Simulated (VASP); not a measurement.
SiSe2: single point with PBE

The system is SiSe2.

```
Si Se
1.0
    -3.33064    5.57113    2.96709
     3.33064   -5.57113    2.96709
     3.33064    5.57113   -2.96709
Si Se
2 4
Direct
  0.75000 0.75000 0.00000
  0.25000 0.25000 0.00000
  0.11087 0.18819 0.29906
  0.88913 0.81181 0.70094
  0.38913 0.68819 0.07732
  0.61087 0.31181 0.92268
```

The cell is a database's computed one.

The cell isn't the ideal one: relaxed again under DFT PBE, scalar-relativistic, plane waves, PAW.

```
Program             : VASP 6.6.1
Task                : single point
Functional          : PBE
Potentials or basis : VASP PAW PBE potentials, release 64 (Si, Se)
Cutoff              : 520 eV
k mesh              : 8 × 8 × 8
Occupations         : gaussian, width 0.02 eV
Spin                : no spin polarisation
```

```
Pressure               : 0.1 GPa
Largest force          : 0.027 eV/Å
Band gap on the k mesh : 2.22 eV, indirect (least direct gap 2.35 eV)
```

Forces in eV/Å, atoms in the order of the input:
```
Si   0.000  0.000  0.000
Si   0.000  0.000  0.000
Se   0.020  0.019  0.000
Se  -0.020 -0.019  0.000
Se   0.020 -0.019  0.000
Se  -0.020  0.019  0.000
```

Levels at points of the mesh, in eV from the valence-band top:
| k point | band 14 | band 15 | band 16 | band 17 | band 18 | band 19 |
| --- | --- | --- | --- | --- | --- | --- |
| (0.00, 0.00, 0.00) | -0.91 | -0.81 | -0.18 | 2.90 | 3.08 | 3.48 |
| (0.50, 0.00, 0.00) | -0.95 | -0.57 | -0.57 | 2.56 | 2.56 | 4.10 |
| (0.00, 0.50, 0.00) | -0.73 | -0.65 | -0.65 | 2.50 | 2.50 | 3.98 |
| (0.50, 0.50, 0.00) | -1.29 | -1.00 | -0.01 | 2.91 | 3.80 | 4.04 |
| (0.50, 0.50, 0.50) | -1.62 | -1.20 | -0.06 | 2.29 | 3.71 | 4.08 |

Wall time 11 min on 1 thread of Intel(R) Xeon(R) 6975P-C (Granite Rapids) (shared host), peak memory 0.66 GiB.

A k mesh can miss the band edges.
